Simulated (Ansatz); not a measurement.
Runs of Ansatz 0.2.0 on LiH. The structure is cubic, space group Fm-3m (No. 225). The conventional cell has a = 4.074 Å, b = 4.074 Å, c = 4.074 Å, α = 90.00°, β = 90.00°, γ = 90.00°. Li (site symmetry m-3m) is surrounded by 6 H at 2.04 Å. H (site symmetry m-3m) is surrounded by 6 Li at 2.04 Å. 

```csv
task,level,cutoff (eV),points for each segment of the path,gap on the mesh (eV),pressure (GPa)
band structure,PBEsol,420,14,2.97,-2.3
band structure,PBE,420,14,3.21,-1.7
band structure,r2SCAN,500,14,(b),-1.7
band structure,LDA,420,14,(a),-4.1
```

Alike in all rows: potentials or basis Ansatz PAW; no spin polarisation; cell as given; k mesh 11 × 11 × 11; smearing fermi-dirac 0.05 eV.

Q: Fill in the values left out.

A: (a) 2.85; (b) 3.85.

Caveats: the k mesh misses the band edges, so the gap on the mesh is wider than the one along the path; the PAW data sets were made with another functional, which shifts forces and pressure a little (some runs).
